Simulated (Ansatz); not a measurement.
# TaSi2: projected density of states with PBEsol+U

Crystal: TaSi2.

```
CELL_PARAMETERS angstrom
4.78000 0.00000 0.00000
-2.39000 4.13960 0.00000
0.00000 0.00000 6.56400
ATOMIC_POSITIONS crystal
Ta 0.00000 0.50000 0.16667
Ta 0.50000 0.50000 0.83333
Ta 0.50000 0.00000 0.50000
Si 0.33330 0.16665 0.16667
Si 0.16665 0.83335 0.83333
Si 0.83335 0.66670 0.50000
Si 0.66670 0.83335 0.16667
Si 0.83335 0.16665 0.83333
Si 0.16665 0.33330 0.50000
```

```json
{
  "Program": "Ansatz 0.2.0",
  "Task": "projected density of states",
  "Functional": "PBEsol",
  "Potentials or basis": "Ansatz PAW",
  "Cutoff": "420 eV (not typed: the program's choice for these potentials)",
  "k mesh": "7 × 7 × 4",
  "Occupations": "fermi-dirac, width 0.05 eV",
  "Spin": "no spin polarisation",
  "Hubbard terms": "Ta d U = 5 eV",
  "Hubbard projectors": "ortho-atomic (the default)",
  "Double counting": "fll (the default)"
}
```

- Pressure: 0.3 GPa
- Largest force: 0.811 eV/Å
- Band gap on the k mesh: none (metal or under the smearing width)
- Density of states at the Fermi level: 3.98 states/eV per cell

Forces on the atoms (eV/Å):
```
Ta   0.000  0.000  0.000
Ta   0.000  0.000  0.000
Ta   0.000  0.000  0.000
Si  -0.702 -0.405  0.000
Si  -0.702  0.405  0.000
Si   0.000  0.811  0.000
Si   0.702  0.405  0.000
Si   0.702 -0.405  0.000
Si   0.000 -0.811  0.000
```

Stress tensor (GPa, compression positive):
```
-0.38  0.00  0.00
 0.00 -0.38  0.00
 0.00  0.00  1.60
```

Levels at points of the mesh, in eV from the Fermi level:
| k point | band 29 | band 30 | band 31 | band 32 | band 33 | band 34 | band 35 | band 36 |
| --- | --- | --- | --- | --- | --- | --- | --- | --- |
| (0.00, 0.00, 0.00) | -2.36 | -2.36 | -2.28 | -1.95 | 0.70 | 3.04 | 3.04 | 3.30 |
| (0.00, 0.00, -0.50) | -2.12 | -2.12 | -1.77 | 1.18 | 1.18 | 2.73 | 2.73 | 3.01 |

States per cell in windows of 1 eV (zero at the Fermi level; states under -8 eV left out):
```csv
from (eV),total,Ta 5d,Si 3p,Si 3s,Ta 6s,Ta 5p,Ta 5s
-8.0,2.82,0.56,0.82,1.23,0.14,0.03,0.01
-7.0,1.72,0.39,0.71,0.48,0.10,0.01,0.01
-6.0,3.56,0.83,2.09,0.38,0.18,0.04,0.02
-5.0,3.26,0.94,1.74,0.33,0.17,0.04,0.01
-4.0,3.89,1.31,1.92,0.43,0.12,0.04,0.01
-3.0,8.94,4.24,3.98,0.35,0.08,0.08,0.00
-2.0,4.47,2.40,1.68,0.21,0.02,0.02,0.00
-1.0,2.24,1.45,0.60,0.09,0.01,0.00,0.00
0.0,2.41,1.60,0.52,0.12,0.02,0.00,0.00
1.0,3.48,1.56,1.02,0.52,0.14,0.01,0.00
2.0,6.49,2.80,1.74,0.83,0.44,0.01,0.01
3.0,6.59,2.75,1.67,0.76,0.48,0.01,0.02
4.0,6.25,2.47,1.70,0.77,0.40,0.01,0.01
5.0,5.12,1.46,1.77,0.52,0.35,0.01,0.01
6.0,5.92,1.22,2.51,0.37,0.36,0.00,0.02
7.0,5.65,0.91,2.35,0.25,0.28,0.00,0.02
```

Eigenvalues of the final occupation matrices:
| site | spin | trace | eigenvalues |
| --- | --- | --- | --- |
| site 1 | 1 | 2.21 | 0.39 0.42 0.44 0.44 0.51 |
| site 2 | 1 | 2.21 | 0.39 0.42 0.44 0.44 0.51 |
| site 3 | 1 | 2.21 | 0.39 0.42 0.44 0.44 0.51 |

Run time: 20 s on 4 threads of Arm Neoverse V1, with other jobs on the host, peak memory 0.84 GiB.

Caveat: the cell's inner coordinates are idealised or old, which leaves forces on the atoms; U without spin polarisation on a metal has little footing; the PAW data sets come from PBE, with cores solved anew for the run's functional, which leaves a small shift of forces and pressure; the U is typed as a test and isn't derived for this compound; the density of states is complete only up to the lowest level of the last band computed. Spin-orbit coupling is left out, which matters for the levels of Ta.
